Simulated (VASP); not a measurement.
The system is SnS2 (Berndtite-2T).

```xyz
3
Lattice="3.6390 0.0000 0.0000 -1.8195 3.1515 0.0000 0.0000 0.0000 5.8680" Properties=species:S:1:pos:R:3 pbc="T T T"
Sn    0.0000    0.0000    0.0000
S     0.0000    2.1010    1.4670
S     1.8195    1.0505    4.4010
```

```yaml
Program: VASP 6.6.1
Task: relaxation of cell and atoms
Functional: r2SCAN
Potentials_or_basis: VASP PAW PBE potentials, release 64 (Sn_d, S)
Cutoff: 600 eV
k_mesh: 9 × 9 × 5
Occupations: gaussian, width 0.03 eV
Spin: no spin polarisation
```

At the start: pressure 2.0 GPa; volume 22.43 Å³/atom.

Problem. Where does the relaxation end?

Solution. Over 13 steps the energy falls by 9.6 meV/atom and the volume is 24.34 Å³/atom (+8.5 %); space group P-3m1 (No. 164, to 0.05 Å).

Step by step:
| step | energy change (eV) | largest force (eV/Å) | pressure (GPa) | volume (Å³) |
| --- | --- | --- | --- | --- |
| 1 | 0.0000 | 0.0196 | 2.04 | 67.30 |
| 2 | -0.0052 | 0.3719 | -1.39 | 70.12 |
| 3 | -0.0104 | 0.2309 | -0.04 | 68.93 |
| 4 | -0.0142 | 0.1468 | 0.01 | 69.26 |
| 5 | -0.0164 | 0.0203 | 0.09 | 69.77 |
| 6 | -0.0201 | 0.0165 | 0.09 | 70.18 |
| 7 | -0.0268 | 0.0035 | 0.16 | 71.39 |
| 8 | -0.0258 | 0.0280 | 0.56 | 73.76 |
| 9 | -0.0282 | 0.0226 | 0.36 | 72.56 |
| 10 | -0.0243 | 0.1683 | -1.16 | 74.44 |
| 11 | -0.0286 | 0.0212 | 0.00 | 72.99 |
| 12 | -0.0287 | 0.0146 | 0.01 | 73.06 |
| 13 | -0.0287 | 0.0014 | 0.00 | 73.03 |

Final structure:
```
Sn S
1.0
     3.67302    0.00000    0.00000
    -1.83651    3.18093    0.00000
     0.00000    0.00000    6.25071
Sn S
1 2
Direct
  0.00000 0.00000 0.00000
  0.33333 0.66667 0.23384
  0.66667 0.33333 0.76616
```

Caveat: the PAW data sets were made with another functional, which shifts forces and pressure a little.
